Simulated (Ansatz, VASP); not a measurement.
# Two plane-wave programs on GaN

File POSCAR:

```
GaN
1.0
    0.0000000000      2.1296003894      2.1296003894
    2.1296003894      0.0000000000      2.1296003894
    2.1296003894      2.1296003894      0.0000000000
Ga N
1 1
Direct
    0.0000000000      0.0000000000      0.0000000000
    0.5000000000      0.5000000000      0.5000000000
```

Contents of INCAR.step1:

```
SYSTEM = GaN
PREC = Accurate
ENCUT = 520
ISMEAR = 0
SIGMA = 0.01
LREAL = .FALSE.
LASPH = .TRUE.
NELM = 100
NBANDS = 16
GGA = PE
ALGO = Normal
EDIFF = 1E-4
LWAVE = .TRUE.
LCHARG = .FALSE.
```

INCAR.step2

```
SYSTEM = GaN
PREC = Accurate
ENCUT = 520
EDIFF = 1E-6
ISMEAR = 0
SIGMA = 0.01
LREAL = .FALSE.
LASPH = .TRUE.
NELM = 100
ALGO = Normal
ISIF = 2
LWAVE = .FALSE.
LCHARG = .FALSE.
METAGGA = R2SCAN
LMIXTAU = .TRUE.
NBANDS = 16
ISTART = 1
```

KPOINTS

```
Automatic mesh
0
G
  10 10 10
  0 0 0
```

Input for Ansatz:

```yaml
crystal:
  lattice:
    - [0.0, 2.1296003894, 2.1296003894]
    - [2.1296003894, 0.0, 2.1296003894]
    - [2.1296003894, 2.1296003894, 0.0]
  atoms:
    - { symbol: Ga, position: [0.0, 0.0, 0.0] }
    - { symbol: "N", position: [0.5, 0.5, 0.5] }
kpoints:
  mp_grid: { grid: [10, 10, 10] }
  band_path:
    path:
      - [0.0, 0.0, 0.0]
      - [0.5, 0.0, 0.5]
      - [0.625, 0.25, 0.625]
      - [0.375, 0.375, 0.75]
      - [0.5, 0.5, 0.5]
      - [0.5, 0.25, 0.75]
      - [0.0, 0.174479, -0.174479]
      - [0.0, 0.5, 0.5]
    npoints: 1
hamiltonian:
  xc: r2scan
scf:
  occupations: { method: fixed }
  n_extra_bands: 4
output:
  forces: true
  stress: true
  eigenvalues: true
  write_density: true
  write_potential: true
  elf: true
  volumetric_format: npy
```

Change from the starting cell: hydrostatic strain +1.0%.

Alike in both runs: task single point; functional r2SCAN; k mesh 10 × 10 × 10; no spin polarisation.

|  | VASP | Ansatz |
| --- | --- | --- |
| version | VASP 6.6.1 | Ansatz 0.2.0 |
| potentials or method | VASP PAW PBE potentials, release 64 (Ga_d, N) | plane waves, PAW |
| plane-wave cutoff (eV) | 520 | 500 |
| occupations | gaussian, width 0.01 eV | fixed |
| valence electrons in the cell | 18 | 18 |

Ansatz gave:

| Item | Value |
| --- | --- |
| gap on the k mesh at the Fermi level (eV) | 1.00 |
| pressure (GPa) | -6.8 |

Problem. Estimate VASP's values.

Solution. gap on the k mesh at the Fermi level (eV): 0.98; pressure (GPa): -5.7.

Caveats: the PAW data sets were made with another functional, which shifts forces and pressure a little (VASP). A k mesh can miss the band edges.
